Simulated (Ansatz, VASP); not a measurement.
## Two plane-wave programs on Ca

```xyz
1
Lattice="0.0000 2.7942 2.7942 2.9199 0.0000 2.7942 2.9199 2.7942 0.0000" Properties=species:S:1:pos:R:3 pbc="T T T"
Ca    0.0000    0.0000    0.0000
```

Change from the starting cell: strain +0.0450 x Voigt [1, 0, 0, 0, 0, 0], atoms carried along.

Alike in both runs: task single point; functional PBEsol; k mesh 14 × 14 × 14; occupations gaussian, width 0.15 eV; no spin polarisation.

|  | VASP | Ansatz |
| --- | --- | --- |
| version | VASP 6.6.1 | Ansatz 0.2.0 |
| potentials or method | VASP PAW PBE potentials, release 64 (Ca_sv) | scalar-relativistic, plane waves, PAW |
| plane-wave cutoff (eV) | 520 | 420 |
| valence electrons in the cell | 10 | 10 |

```tsv
	VASP	Ansatz	Ansatz less VASP
gap on the k mesh at the Fermi level (eV)	none	none	-
pressure (GPa)	-1.7	-1.7	-0.01
largest component of the traceless stress (GPa)	0.27	0.27	0.000
```

A gap of «none» marks a metal or a gap that the smearing closes.

Caveats: the PAW data sets were made with another functional, which shifts forces and pressure a little (VASP).
